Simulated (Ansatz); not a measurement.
# NiO (Fm-3m) in Ansatz: a series of runs, part 2 of 2

Ansatz 0.2.0. The steps go on from the part before.

## 3. Density of states, PBEsol+U, collinear spin, ferromagnetic start

The input, input.yaml:

```yaml
crystal:
  lattice:
    - [0.0, 2.0859016414, 2.0859016414]
    - [2.0859016414, 0.0, 2.0859016414]
    - [2.0859016414, 2.0859016414, 0.0]
  atoms:
    - { symbol: Ni, position: [0.0, 0.0, 0.0], spin: 1.0 }
    - { symbol: O, position: [0.5, 0.5, 0.5] }
kpoints:
  mp_grid: { grid: [11, 11, 11] }
scf:
  occupations: { method: fermi_dirac, width: 0.05 }
hamiltonian:
  xc: pbesol
  pseudopotentials: { kind: all_electron, lapw: { basis_error: 0.001 } }
  hubbard:
    sites: [{ species: Ni, l: d, u_eff: 6 }]
    double_counting: fll
    projectors: ortho-atomic
magnetization:
  spin_polarized: true
output:
  forces: true
  stress: true
  eigenvalues: true
  dos: { projected: false, de: 0.1, e_range: [-10, 10] }
  hubbard: {}
```

Potentials or basis: all-electron LAPW, scalar-relativistic.

Launch:

```console
$ ansatz run input.yaml --threads 2 --pin off --max-ram 6144MiB --backend cpu --events-out ev --progress --plain --runs-dir out
```

Wall time 35 s (2 threads of Arm Neoverse V1, shared host); peak memory 1.1 GiB.

It converged, with:

```yaml
Free_energy: -43387.3357 eV
Pressure: 4.2 GPa
Band_gap_on_the_k_mesh: 1.96 eV, indirect (least direct gap 2.66 eV)
Net_moment: 2.00 μB per cell
Absolute_moment: 2.01 μB per cell
Site_moments: Ni +1.76; O +0.22 μB
```

Levels at points of the mesh, in eV from the valence-band top:
Spin up:
```csv
k point,band 12,band 13,band 14,band 15,band 16,band 17
"(0.00, 0.00, 0.00)",-1.82,-1.82,-1.82,2.23,18.23,19.29
```
Spin down:
| k point | band 9 | band 10 | band 11 | band 12 | band 13 | band 14 | band 15 | band 16 |
| --- | --- | --- | --- | --- | --- | --- | --- | --- |
| (0.00, 0.00, 0.00) | -4.44 | -1.41 | -1.41 | -1.41 | 1.96 | 1.96 | 2.60 | 18.20 |

States per cell in windows of 1 eV (zero at the valence-band top; states under -8 eV left out):
```csv
from (eV),up,down
-8.0,1.40,0.14
-7.0,1.50,0.55
-6.0,1.24,0.94
-5.0,0.86,0.92
-4.0,1.00,1.10
-3.0,0.61,1.84
-2.0,0.78,0.51
-1.0,0.58,0.00
0.0,0.00,0.00
1.0,0.00,0.00
2.0,0.00,0.78
3.0,0.02,1.00
4.0,0.04,0.26
5.0,0.08,0.05
6.0,0.20,0.14
7.0,0.33,0.28
```

Caveat: the magnetic state may not be the lowest; U is the effective U less J, on atomic orbitals that reach past the spheres; an odd mesh through Γ misses points on the zone boundary, where band edges often lie; a cell with one magnetic atom can't hold antiferromagnetic order, which such compounds often take. The state reached can hang on the start; a lower one may exist.

## 4. Density of states, PBEsol+U, collinear spin, ferromagnetic start

input.yaml, as its differences from that of step 3:

```diff
@@ -16,3 +16,3 @@
   hubbard:
-    sites: [{ species: Ni, l: d, u_eff: 6 }]
+    sites: [{ species: Ni, l: d, u_eff: 8 }]
     double_counting: fll
```

Potentials or basis: all-electron LAPW, scalar-relativistic.

Launch:

```console
$ ansatz run input.yaml --threads 2 --pin off --max-ram 6144MiB --backend cpu --events-out ev --progress --plain --runs-dir out
```

Standard output:

```text
Warning: RAYON_NUM_THREADS=2 ignored (pool sized by the plan → 2); use --threads N
Ni: projections on atomic orbitals take those of the free atom 1s2 2s2 2p6 3s2 3p6 3d8 4s2, of charge +0.00 (hamiltonian.pseudopotentials.projection_atoms)
O: projections on atomic orbitals take those of the free atom 1s2 2s2 2p4, of charge +0.00 (hamiltonian.pseudopotentials.projection_atoms)
LAPW: plane waves up to 9.965 Å⁻¹, error target 1.0e-3 eV per atom; small_component_spin mean_spin; O in spheres of 0.943 Å, 8 of its electrons in bands, Dirac shells []; Ni in spheres of 1.143 Å, 18 of its electrons in bands, Dirac shells [] (how accurate: hamiltonian.pseudopotentials.lapw.basis_error, Limitations)
Engine: ansatz 0.2.0, aarch64-unknown-linux-gnu
Pseudopotentials: kind: all_electron
Pseudopotential: Ni, LAPW, valence charge 18, lapw/all_electron/scalar/gaussian/Ni, Koelling and Harmon's equation, gaussian nucleus
Pseudopotential: O, LAPW, valence charge 8, lapw/all_electron/scalar/gaussian/O, Koelling and Harmon's equation, gaussian nucleus
Functional definition: PBEsol
  exchange = pbesol_x
  correlation = pbesol_c
Crystal: 2 atoms, lattice volume = 18.151 Å³
Basis set: ecut = 378.3330970283602 eV, 307 PW (Γ), exchange–correlation at level 2
Bands: 18, of which v1, the nominal top of the filled ones, is band 13 counted from 1 (12 counted from 0)
Symmetry: 48 space group operations
Space group: Fm-3m (ITA 225), of the structure as read, at distance tolerance 2.6e-5 Å
Magnetic group: BNS 225.116 (UNI 1618), of the structure as read, at distance tolerance 2.6e-5 Å
[... 62 lines left out ...]
  E_closure    = 0.000000  (closes the sum)
  E_atoms      = -43374.365027  (free atoms, spherical and without spin; not in F)
  Σ components = -43387.094324   (vs F -43387.094324, Δ=0.00e0)
  Basis errors (estimates in eV, not in F): energy 3.7e-4 per atom: plane waves 3.3e-4 (1.8e-4 summed), levels above the bands 2.6e-139, relativity 3.1e-8, radial functions 4.1e-5, core shells 3.1e-9; eigenvalues (radial functions only) 9.4e-7; not estimated: angular momenta, meshes, grids; target (lapw.basis_error) 1.0e-3; muffin-tin radii O 0.943 Å, Ni 1.143 Å
--- Forces (eV/Å), atoms counted from 1 ---
  atom   1  Ni     0.00000000     0.00000000     0.00000000
  atom   2  O      0.00000000    -0.00000000    -0.00000000
  max |Σ_I F_I| component: 6.44e-30 eV/Å
--- Stress (GPa, compression-positive) ---
        6.257412      -0.000000       0.000000
       -0.000000       6.257412       0.000000
        0.000000       0.000000       6.257412
  P = ⅓ Tr σ = 6.2574 GPa (62.574 kbar)
--- Band table (eV; the first three rows and the last of 112) ---
  k-point 0 ↑: bands = ["-489.4100", "-90.6017", "-51.0996", "-51.0996", "-51.0996", "-5.3700", "6.3802", "6.3802", "7.1151", "7.1151", "7.1151", "12.0852", "12.0852", "12.0852", "16.0182", "31.9926", "33.0272", "33.0272"]
  k-point 1 ↑: bands = ["-489.4100", "-90.6015", "-51.1020", "-51.0999", "-51.0999", "-5.2680", "6.2879", "6.2879", "7.0330", "7.1469", "7.1469", "11.5406", "12.2294", "12.2294", "16.6674", "30.1235", "32.7244", "32.7244"]
  k-point 2 ↑: bands = ["-489.4100", "-90.6010", "-51.1084", "-51.1008", "-51.1008", "-4.9814", "6.0368", "6.0368", "6.7350", "7.2622", "7.2622", "10.6233", "12.5948", "12.5948", "17.9326", "27.8600", "31.5538", "31.5538"]
  k-point 55 ↓: bands = ["-489.2458", "-88.3616", "-48.9351", "-48.9334", "-48.9239", "-3.1791", "7.1752", "7.2883", "9.2265", "10.0231", "10.6266", "10.7271", "17.2961", "17.7456", "23.4861", "25.1736", "25.4111", "28.4825"]
Occupation matrices written to <dir>
--- Occupation matrices: 1 shell (run DFT+U table (ortho-atomic); ε = 1.02e-3) ---
  Ni0 d_3D: site group Oh (m-3m)
  Ni0 d_3D up     Tr n = 4.9918  λ = 0.998 0.998 0.999 0.999 0.999  [2× z2 0.50 (Eg 1.00) Eg(1.00) | 3× xz 0.33 (T2g 1.00) T2g(1.00)]
  Ni0 d_3D dn     Tr n = 3.2268  λ = 0.117 0.117 0.997 0.997 0.997  [2× z2 0.50 (Eg 1.00) Eg(1.00) | 3× xz 0.33 (T2g 1.00) T2g(1.00)]
  Tr n, λ and their labels are of the run-group-symmetrised matrices; stabiliser: 48 of 96 elements of G0×{1,Θ} (closed), max defect 3.0e-15 at τ = 2.2e-4
```

occupations.tsv:

```text
# site	symbol	l	channel	k	occupation	cluster	real_ylm_label	real_ylm_weight	cubic_label	cubic_weight	pseudocubic_irrep	site_irrep	w_site_irrep	cell_site_irrep	w_cell_site_irrep
# projection_atom_Ni: 1s2 2s2 2p6 3s2 3p6 3d8 4s2
# projection_atom_O: 1s2 2s2 2p4
# site_irrep/w_site_irrep = the cluster's dominant irrep under the shell's site group (Mulliken, in the setting of the per-shell frame z, x; double-valued rows on a spinor block under rep=spin_orbital) and its weight, the cluster's purity; - without a site group
[... 15 lines left out ...]
0	Ni	2_3D	dn	1	0.117256	0	z2	0.5000	z2	0.5000	Eg	Eg	1.0000	-	-
0	Ni	2_3D	dn	2	0.997439	1	xz	0.3333	xz	0.3333	T2g	T2g	1.0000	-	-
0	Ni	2_3D	dn	3	0.997439	1	xz	0.3333	xz	0.3333	T2g	T2g	1.0000	-	-
0	Ni	2_3D	dn	4	0.997439	1	xz	0.3333	xz	0.3333	T2g	T2g	1.0000	-	-
# Tr n = 3.226828
```

Run time: 82 s. Hardware: 2 threads of Arm Neoverse V1, shared host; peak memory 1.2 GiB.

Results:

```
Free energy            : -43387.0943 eV
Pressure               : 6.3 GPa
Band gap on the k mesh : 2.36 eV, indirect (least direct gap 3.46 eV)
Net moment             : 2.00 μB per cell
Absolute moment        : 2.00 μB per cell
Site moments           : Ni +1.80; O +0.18 μB
```

Levels at points of the mesh, in eV from the valence-band top:
Spin up:
```tsv
k point	band 11	band 12	band 13	band 14	band 15	band 16	band 17	band 18
(0.00, 0.00, 0.00)	-6.54	-1.57	-1.57	-1.57	2.36	18.34	19.37	19.37
```
Spin down:
```tsv
k point	band 10	band 11	band 12	band 13	band 14	band 15
(0.00, 0.00, 0.00)	-1.23	-1.23	-1.23	2.73	2.88	2.88
```

States per cell in windows of 1 eV (zero at the valence-band top; states under -8 eV left out):
| from (eV) | up | down |
| --- | --- | --- |
| -8.0 | 1.83 | 0.30 |
| -7.0 | 1.43 | 0.98 |
| -6.0 | 0.71 | 1.14 |
| -5.0 | 0.13 | 0.67 |
| -4.0 | 0.96 | 1.06 |
| -3.0 | 0.58 | 1.39 |
| -2.0 | 0.77 | 0.45 |
| -1.0 | 0.56 | 0.00 |
| 0.0 | 0.00 | 0.00 |
| 1.0 | 0.00 | 0.00 |
| 2.0 | 0.00 | 0.01 |
| 3.0 | 0.02 | 1.07 |
| 4.0 | 0.04 | 0.94 |
| 5.0 | 0.07 | 0.05 |
| 6.0 | 0.19 | 0.12 |
| 7.0 | 0.33 | 0.27 |

Caveat: the magnetic state may not be the lowest; U is the effective U less J, on atomic orbitals that reach past the spheres; an odd mesh through Γ misses points on the zone boundary, where band edges often lie; a cell with one magnetic atom can't hold antiferromagnetic order, which such compounds often take.

## 5. The runs side by side

```csv
U,gap on the mesh (eV),pressure (GPa),moment (μB)
Ni d U = 4 eV,1.06,2.3,2.00
Ni d U = 6 eV,1.96,4.2,2.00
Ni d U = 8 eV,2.36,6.3,2.00
```

Alike in all rows: task density of states; level PBEsol+U; potentials or basis all-electron LAPW, scalar-relativistic; spin collinear, ferromagnetic start; cell as given; k mesh 11 × 11 × 11; cutoff (eV) 378; smearing fermi-dirac 0.05 eV; basis error allowed 0.001 eV/atom.

On the cell as given the gap runs from 1.06 eV (PBEsol+U) to 2.36 eV (PBEsol+U).

Caveats: the magnetic state may not be the lowest; U is the effective U less J, on atomic orbitals that reach past the spheres; an odd mesh through Γ misses points on the zone boundary, where band edges often lie; a cell with one magnetic atom can't hold antiferromagnetic order, which such compounds often take.

Compare energies only between runs with the same functional and basis.
